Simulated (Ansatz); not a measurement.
# BN (P6_3mc) in Ansatz: relaxation of cell and atoms with HSE06

Aim: the relaxation of cell and atoms of BN with HSE06.

Program: Ansatz 0.2.0. These are calculated values, not measurements. Logs are shortened: lines on timing, memory, paths and dates and some standing lists are left out, and cuts for length are marked.

## 1. The crystal as given

The structure is hexagonal, space group P6_3mc (No. 186). The conventional cell has a = 2.554 Å, b = 2.554 Å, c = 4.227 Å, α = 90.00°, β = 90.00°, γ = 120.00°. N (site symmetry 3m) has 4 B at 1.57 to 1.58 Å as nearest neighbours. Around B (site symmetry 3m) lie 4 N at 1.57 to 1.58 Å.

Measurements of this composition are mostly on another form, of space group No. 194.

## 2. Relaxation of cell and atoms, HSE06

The input, input:

```
crystal:
  lattice:
    - [2.5539396017, 0.0, 0.0]
    - [-1.2769698009, 2.2117765748, 0.0]
    - [0.0, 0.0, 4.226855]
  atoms:
    - { symbol: "N", position: [0.3333333333, 0.6666666667, 0.125276] }
    - { symbol: "N", position: [0.6666666667, 0.3333333333, 0.625276] }
    - { symbol: B, position: [0.3333333333, 0.6666666667, 0.499724] }
    - { symbol: B, position: [0.6666666667, 0.3333333333, 0.999724] }
hamiltonian:
  xc: hse06
  pseudopotentials: { kind: paw }
kpoints:
  mp_grid: { grid: [8, 8, 4] }
scf:
  occupations: { method: fermi_dirac, width: 0.05 }
output:
  forces: true
  stress: true
  eigenvalues: true
relax:
  f_tol: 0.01
  max_steps: 40
  cell: { stress_tol: 0.05 }
```

Potentials or basis: Ansatz PAW.

Output:

```text
GPUs: using 1 of 1 available (devices: 1).
Engine: ansatz 0.2.0, x86_64-unknown-linux-gnu
Pseudopotentials: kind: paw
Pseudopotential: N, paw, valence charge 5, recommended cutoff 420 eV (normal), N.paw.azcp
Pseudopotential: B, paw, valence charge 3, recommended cutoff 420 eV (normal), B.paw.azcp
Functional definition: HSE06
  parameter a = 0.25
  parameter omega = 0.11/bohr
  exchange = pbe_x - a*pbe_x_sr(omega) + a*exact_x_sr(omega)
  correlation = pbe_c
device memory: the entry about to start is reckoned to put 0.4 GiB on a device that reports 50.1 GiB free (of which the cap on the GPU budget leaves the run 18.0 GiB)
GPU FFT provider: cuFFT
GPU libraries: cuBLAS 13.8.2, cuFFT 12.4.0, cuSOLVER 12.3.4
Crystal: 4 atoms, lattice volume = 23.876 Å³
Basis set: ecut = 420 eV, 465 PW (Γ), exchange–correlation on 36×36×60 points (8 copies of the dense FFT grid, shifted against one another)
Bands: 12, of which v1, the nominal top of the filled ones, is band 8 counted from 1 (7 counted from 0)
Symmetry: 12 space group operations
Space group: P63mc (ITA 186), of the structure as read, at distance tolerance 2.9e-5 Å
k-points: 30 of 256 (time reversal used)
Non-local potential: N, projectors of the file, l = 0: 2, l = 1: 2, l = 2: 1
Non-local potential: B, projectors of the file, l = 0: 2, l = 1: 2, l = 2: 1
PAW form: soft (Blöchl's): semilocal exchange-correlation on the pseudo side does not see the compensation charge
PAW frozen core: N, regenerated for the run's functional, and the local potential with it (the file was generated under x = pbe(κ = 0.804, μ = 0.2195149727645171), c = pbe(β = 0.06672455060314922))
PAW frozen core: B, regenerated for the run's functional, and the local potential with it (the file was generated under x = pbe(κ = 0.804, μ = 0.2195149727645171), c = pbe(β = 0.06672455060314922))
PAW one-centre angular grid: N, 110 points (default); XC on 64 Gauss nodes
PAW one-centre angular grid: B, 110 points (default); XC on 64 Gauss nodes
Initial density: superposition of atomic densities (neutral atoms: chi_scale 0, normalization atom), corrected by the library's trained network
Initial wavefunctions: pseudopotential atomic-orbital guess
GPU buffer pool allocated for 9720 grid points (all kernels)
GPU transforms: local potential and band sums: pruned to the plane-wave sphere, on 18×18×30
Functional: x = pbe(κ = 0.804, μ = 0.2195149727645171), c = pbe(β = 0.06672455060314922), warm-up for x = pbe(κ = 0.804, μ = 0.2195149727645171) + 0.25 (exact − pbe) at short range (hse, ω = 0.20786987370883472 Å⁻¹), c = pbe(β = 0.06672455060314922); HSE06 as pw.x's `hse` composes it (authors' and Libxc's form: `xc: wpbeh`)
SCF iter   1: F=—  HF=-1084.483266 eV  |F-HF|=—  |Δ(HF+E_count)|=         —  Δρ=2.86e-3  dr2=1.01e-3  ethr=1.77e-3  ⟨swp⟩=7.1  Hψ=1768  notcnv=0
preconditioner: auto → none  [insulator: Δε(μ)=5.507 eV  Ē_g=17.517 eV  σ=0.050 eV  W_gap=1.00  n_scr=2 (ndim 8)  ℏωp=30.4 eV  f_vac=0.000  D(μ)=0.00/eV (n_scr^D=0)]
SCF iter   2: F=—  HF=-1084.483487 eV  |F-HF|=—  |Δ(HF+E_count)|=   2.21e-4  Δρ=1.03e-3  dr2=1.33e-4  ethr=6.31e-6  ⟨swp⟩=4.6  Hψ=1050  notcnv=0  defer=5
SCF iter   3: F=—  HF=-1084.483576 eV  |F-HF|=—  |Δ(HF+E_count)|=   8.92e-5  Δρ=5.11e-4  dr2=1.84e-5  ethr=8.32e-7  ⟨swp⟩=2.7  Hψ=641  notcnv=0
iter 4 solved again at ethr=8.70e-9 eV; its pass at ethr=1.15e-7 eV (dr2=1.39e-6 eV) is discarded
SCF iter   4: F=—  HF=-1084.483630 eV  |F-HF|=—  |Δ(HF+E_count)|=   5.36e-5  Δρ=1.33e-4  dr2=1.42e-6  ethr=8.70e-9  ⟨swp⟩=2.0  Hψ=1332  notcnv=0
SCF iter   5: F=—  HF=-1084.483633 eV  |F-HF|=—  |Δ(HF+E_count)|=   3.28e-6  Δρ=1.76e-5  dr2=2.21e-8  ethr=8.70e-9  ⟨swp⟩=3.0  Hψ=766  notcnv=0
SCF iter   6: F=—  HF=-1084.483633 eV  |F-HF|=—  |Δ(HF+E_count)|=   7.40e-8  Δρ=2.87e-6  dr2=1.30e-9  ethr=1.38e-10  ⟨swp⟩=3.2  Hψ=850  notcnv=0
SCF iter   7: F=-1084.483633 eV  HF=-1084.483633 eV  |F-HF|=1.25e-11  |Δ(HF+E_count)|=  1.66e-10  Δρ=3.36e-7  dr2=2.01e-11  ethr=8.15e-12  ⟨swp⟩=3.0  Hψ=806  notcnv=0
SCF 1 converged in 7 iterations: F = -1084.483633 eV  dr2 = 2.01e-11
device memory: the entry about to start is reckoned to put 1.0 GiB on a device that reports 64.7 GiB free (of which the cap on the GPU budget leaves the run 18.0 GiB)
GPU FFT provider: cuFFT
GPU libraries: cuBLAS 13.8.2, cuFFT 12.4.0, cuSOLVER 12.3.4
Initial density: handed on by an earlier stage of this run
Initial wavefunctions: those handed on with the density
GPU buffer pool allocated for 9720 grid points (all kernels)
GPU transforms: local potential and band sums: pruned to the plane-wave sphere, on 18×18×30
Functional: x = pbe(κ = 0.804, μ = 0.2195149727645171) + 0.25 (exact − pbe) at short range (hse, ω = 0.20786987370883472 Å⁻¹), c = pbe(β = 0.06672455060314922); HSE06 as pw.x's `hse` composes it (authors' and Libxc's form: `xc: wpbeh`)
[... 287 lines left out ...]
iter 1 solved again at ethr=9.12e-12 eV; its pass at ethr=1.00e-1 eV (dr2=1.46e-9 eV) is discarded
SCF iter   1: F=—  HF=-1084.836536 eV  |F-HF|=—  |Δ(HF+E_count)|=         —  Δρ=4.03e-6  dr2=7.20e-10  ethr=9.12e-12  ⟨swp⟩=12.4  Hψ=2239  notcnv=0  reapply=1
preconditioner: auto → none  [insulator: Δε(μ)=6.860 eV  Ē_g=20.613 eV  σ=0.050 eV  W_gap=1.00  n_scr=2 (ndim 8)  ℏωp=30.8 eV  f_vac=0.000  D(μ)=0.00/eV (n_scr^D=0)]
SCF iter   2: F=—  HF=-1084.836536 eV  |F-HF|=—  |Δ(HF+E_count)|=  3.80e-10  Δρ=1.83e-6  dr2=1.73e-10  ethr=4.09e-12  ⟨swp⟩=3.0  Hψ=777  notcnv=0
SCF iter   3: F=—  HF=-1084.836536 eV  |F-HF|=—  |Δ(HF+E_count)|=  1.66e-10  Δρ=6.26e-7  dr2=4.49e-11  ethr=1.00e-12  ⟨swp⟩=2.0  Hψ=600  notcnv=0
SCF iter   4: F=-1084.836536 eV  HF=-1084.836536 eV  |F-HF|=3.25e-11  |Δ(HF+E_count)|=   1.88e-9  Δρ=4.76e-7  dr2=3.68e-11  ethr=1.00e-12  ⟨swp⟩=5.5  Hψ=1069  notcnv=0
SCF 19 converged in 4 iterations: F = -1084.836536 eV  dr2 = 3.68e-11
  Residual-converged pass: ⟨swp⟩=3.0  Hψ=739  notcnv=0  max |occ|·‖R‖ = 1.3e-7 eV (tolerance 1.3e-7 eV)  dr2=3.74e-11  dr2_onsite=2.61e-12  max |Δocc| = 0.0e0
hybrid outer 1: dexx = +2.097e-9 eV, tail = 8.56e-11 eV
GPU FFT provider: cuFFT
GPU libraries: cuBLAS 13.8.2, cuFFT 12.4.0, cuSOLVER 12.3.4
GPU buffer pool allocated for 9720 grid points (all kernels)
GPU transforms: local potential and band sums: pruned to the plane-wave sphere, on 18×18×30
Exchange kernel: α = 0.2500, screened, ω = 0.2079 Å⁻¹, Wigner–Seitz truncation, v(0) = 1042.8053 eV·Å³, q-mesh 8×8×4, nearest image of the exchange supercell L = 16.76 Å, pair-density grid 12×12×20, without the augmentation charges, whose exchange is taken in its separable form by FFT convolution over the k-point mesh (sized by the pseudopotential files, 15×15×30 at the most), smooth part of the exact exchange by density-matrix convolution in up to 1.50 GiB of GPU memory as planned if the GPU has room (build and FFT work areas not counted)
Frozen-core exchange: fock
SCF iter   1: F=—  HF=-1084.836536 eV  |F-HF|=—  |Δ(HF+E_count)|=         —  Δρ=6.30e-7  dr2=6.52e-11  ethr=2.68e-12  ⟨swp⟩=10.1  Hψ=1296  notcnv=0
preconditioner: auto → none  [insulator: Δε(μ)=6.860 eV  Ē_g=20.234 eV  σ=0.050 eV  W_gap=1.00  n_scr=2 (ndim 8)  ℏωp=30.8 eV  f_vac=0.000  D(μ)=0.00/eV (n_scr^D=0)]
SCF iter   2: F=-1084.836536 eV  HF=-1084.836536 eV  |F-HF|=0.00e0  |Δ(HF+E_count)|=  2.59e-11  Δρ=5.58e-8  dr2=3.35e-13  ethr=1.00e-12  ⟨swp⟩=2.0  Hψ=600  notcnv=0
SCF 20 converged in 2 iterations: F = -1084.836536 eV  dr2 = 3.35e-13
  Residual-converged pass: ⟨swp⟩=3.0  Hψ=839  notcnv=0  max |occ|·‖R‖ = 1.2e-7 eV (tolerance 1.3e-7 eV)  dr2=3.65e-13  dr2_onsite=1.07e-14  max |Δocc| = 0.0e0
hybrid outer 2: dexx = +1.251e-12 eV, tail = 6.97e-13 eV, Δε = 4.80e-6 eV (about 8.06e-7 eV left of the loop's levels), ΔF = 1.19e-6 eV/Å (tail 2.12e-5)
relax step   8: F+E_penalty+E_count = -1084.83653580 eV  Δ(F+E_penalty+E_count) = +4.778e-5 eV  max|allowed force component| = 2.017e-4 eV/Å  Δτ_max = 0.0000 Å  P = -0.004 GPa  Ω = 23.320 Å³  stress off target by 4.84e-3 GPa  SCF on the basis re-selected at this cell (its energy is not comparable with the rows above)  (6 SCF iters)
basis re-selected at this cell: Δ(F+E_penalty+E_count) = +4.778e-5 eV, ΔP = -0.002 GPa vs the last step (what re-selecting the basis moved, of the pressure what is left beyond the Pulay correction that the steps carried, after the strain that the cell walked since its last selection, with what the two solves' SCF thresholds leave and, on support functions, any second-order correction that the steps lacked; it is no measure of the basis error at this ecutwfc). This SCF's stress stands 4.84e-3 GPa from its target on what of the cell is left free (relax.cell.stress_tol is 5.00e-2 GPa) and its largest allowed force component is 2.02e-4 eV/Å (relax.f_tol is 1.00e-2 eV/Å): within both
hybrid SCF converged: 2 outer / 6 inner (+0 warm-up), last move |dexx| = 1.25e-12 eV, tail = 6.97e-13 eV
Stability not checked: this state was not tested for a lower state beside it, because the functional holds exact exchange (a hybrid, or Hartree-Fock), whose exchange loop this test does not read (fock_operator; see scf.lower_state_search)
Free energy (F): -1084.836536 eV
Frozen-core exchange: fock
Harris-Foulkes:  -1084.836536 eV  (|F-HF|=0.00e0)
Internal energy: -1084.836536 eV  (E = F + TS)
E sigma→0 (E₀):  -1084.836536 eV
Fermi energy:    14.093302 eV
--- Per-component energies (eV) ---
  E_band       = 29.806543
  E_kinetic    = 372.935502
  E_local      = -347.847168  (includes V_loc(G=0)·N_el)
  E_nonlocal   = 111.295954
  E_hartree    = 98.415690
  E_xc         = -151.696249
  E_vxc        = -186.824826  (∫ρ·V_xc dr)
  E_exx        = -39.249065  (= α·E_x^exact, valence–valence)
  E_paw        = -409.674018  (= ΣΔE_a)
  E_vpaw       = -38.086363  (= ΣTr[D̂ρ^β])
  E_aug_tail   = 0.000203  (compensation charges beyond the density's cutoff)
  E_ewald      = -718.947978
  E_core_change = -0.069406  (= ΣΔE_core)
  E_smearing   = -0.000000  (= −TS)
  E_closure    = -0.000001  (closes the sum)
  Σ components = -1084.836536   (vs F -1084.836536, Δ=0.00e0)
--- Forces (eV/Å), atoms counted from 1 ---
  atom   1  N     -0.00000000     0.00000000     0.00020190
  atom   2  N      0.00000000    -0.00000000     0.00020190
  atom   3  B      0.00000000    -0.00000000    -0.00020150
  atom   4  B     -0.00000000     0.00000000    -0.00020150
  max |Σ_I F_I| component: 7.99e-7 eV/Å
--- Stress (GPa, compression-positive) ---
       -0.004845      -0.000000       0.000000
       -0.000000      -0.004845       0.000000
        0.000000       0.000000      -0.001573
  P = ⅓ Tr σ = -0.0038 GPa (-0.038 kbar)
--- Band table (eV; the first three rows and the last of 30) ---
  k-point 0: bands = ["-11.7493", "-7.2279", "-1.2988", "8.3612", "8.3612", "10.4243", "10.6906", "10.6906", "20.8409", "20.8409", "21.1309", "22.0651"]
  k-point 1: bands = ["-11.3433", "-8.4193", "0.6284", "8.4099", "8.6470", "8.6470", "10.2784", "10.2784", "21.3054", "21.3054", "21.7495", "22.0538"]
  k-point 2: bands = ["-10.1631", "-10.1631", "4.4409", "4.4409", "9.4024", "9.4024", "9.4024", "9.4024", "22.0237", "22.0237", "22.5046", "22.5046"]
  k-point 29: bands = ["-5.9502", "-5.9502", "0.6039", "0.6039", "2.9832", "2.9832", "7.3282", "7.3282", "21.2372", "21.2372", "23.2329", "23.2329"]
--- Relaxed structure (6 steps of the walk, 6 accepted, 2 SCFs on fresh bases) ---
  F+E_penalty+E_count = -1084.83653580 eV   max|allowed force component| = 2.017e-4 eV/Å   (the final SCF, on the basis selected at the relaxed cell)
  cell:  # Å, volume = 23.3204 Å³
    - [2.5348870522822398, 2.8652156048581768e-11, -3.558662445308302e-36]
    - [-1.2674435261659334, 2.195276582986346, -1.0548237101276215e-35]
    - [-5.8897047289537696e-36, -2.3558818915815079e-35, 4.190713769157175]
  atoms:
    - { symbol: N, position: [0.3333333333333333, 0.6666666666666667, 0.12518398860225838] }
    - { symbol: N, position: [0.6666666666666667, 0.3333333333333333, 0.6251839886022584] }
    - { symbol: B, position: [0.3333333333333333, 0.6666666666666667, 0.4998160113977416] }
    - { symbol: B, position: [0.6666666666666667, 0.3333333333333333, 0.9998160113977418] }
```

Wall time 2.1 min (1 × NVIDIA H100 80GB HBM3 with 2 threads of AMD EPYC 7R13 (Zen 3), shared host); peak memory 1.8 GiB.

What came out:

| Item | Value |
| --- | --- |
| Free energy | -1084.8365 eV |
| Relaxed volume | 5.83 Å³/atom |
| Relaxed cell | a = 2.535 Å, b = 2.535 Å, c = 4.191 Å, α = 90.00°, β = 90.00°, γ = 120.00° |
| Space group after relaxing (to 0.05 Å) | P6_3mc (No. 186) |
| Energy gained by relaxing | 4.0 meV/atom |
| Ionic steps | 8 |
| Pressure after relaxing | 0.0 GPa |
| Band gap on the k mesh | 6.86 eV, indirect (least direct gap 10.01 eV) |

The path:
| step | energy change (eV) | largest force (eV/Å) | volume (Å³) |
| --- | --- | --- | --- |
| 1 | 0.0000 | 0.0360 | 23.88 |
| 2 | -0.0153 | 0.0058 | 23.54 |
| 3 | -0.0188 | 0.0091 | 23.32 |
| 4 | -0.0187 | 0.0151 | 23.33 |
| 5 | -0.0188 | 0.0001 | 23.33 |
| 6 | -0.0162 | 0.0003 | 23.33 |
| 7 | -0.0162 | 0.0002 | 23.32 |
| 8 | -0.0162 | 0.0002 | 23.32 |

Final structure:
```cif
data_structure
_symmetry_space_group_name_H-M 'P 1'
_symmetry_Int_Tables_number 1
_cell_length_a 2.5349
_cell_length_b 2.5349
_cell_length_c 4.1907
_cell_angle_alpha 90.000
_cell_angle_beta 90.000
_cell_angle_gamma 120.000
_cell_volume 23.32
loop_
_atom_site_label
_atom_site_type_symbol
_atom_site_fract_x
_atom_site_fract_y
_atom_site_fract_z
_atom_site_occupancy
N1 N 0.33333 0.66667 0.12518 1
N2 N 0.66667 0.33333 0.62518 1
B1 B 0.33333 0.66667 0.49982 1
B2 B 0.66667 0.33333 0.99982 1
```

Caveat: the plane-wave basis is chosen anew once the cell has moved, so the energies of steps on either side of that aren't comparable; the pressure holds a Pulay correction of +0.8 GPa for the finite cutoff; the PAW data sets come from PBE, with cores solved anew for the run's functional, which leaves a small shift of forces and pressure.
